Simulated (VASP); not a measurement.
Crystal: MoSe2.

```
Mo Se
1.0
     3.25666    0.00000    0.00000
    -1.62833    2.82035    0.00000
     0.00000    0.00000   12.63961
Mo Se
2 4
Cartesian
  0.0000 1.8802 3.1599
  1.6283 0.9401 9.4797
  0.0000 1.8802 7.8155
  1.6283 0.9401 1.4957
  0.0000 1.8802 11.1439
  1.6283 0.9401 4.8241
```

The cell isn't the ideal one: a relaxed cell with its volume scaled by 0.98.

| Item | Value |
| --- | --- |
| Program | VASP 6.6.1 |
| Task | relaxation of shape and atoms at fixed volume |
| Functional | PBE |
| Dispersion | D3(BJ) |
| Potentials or basis | VASP PAW PBE potentials, release 64 (Mo_sv, Se) |
| Cutoff | 600 eV |
| k mesh | 9 × 9 × 2 |
| Occupations | gaussian, width 0.03 eV |
| Spin | no spin polarisation |

At the start: pressure 2.8 GPa; volume 19.35 Å³/atom.

Question: Where does the relaxation end?

Answer: Over 5 steps the energy falls by 2.1 meV/atom; space group P6_3/mmc (No. 194, to 0.05 Å).

The path:
```
step  energy change (eV)  largest force (eV/Å)  pressure (GPa)
   1              0.0000                0.3088            2.80
   2             -0.0086                0.0031            1.48
   3             -0.0087                0.0312            1.60
   4             -0.0115                0.0173            1.35
   5             -0.0124                0.0024            1.10
```

Final structure:
```xyz
6
Lattice="3.2661 0.0000 0.0000 -1.6330 2.8285 0.0000 0.0000 0.0000 12.5670" Properties=species:S:1:pos:R:3 pbc="T T T"
Mo    0.0000    1.8857    3.1417
Mo    1.6330    0.9428    9.4252
Se    0.0000    1.8857    7.7485
Se    1.6330    0.9428    1.4650
Se    0.0000    1.8857   11.1019
Se    1.6330    0.9428    4.8185
```
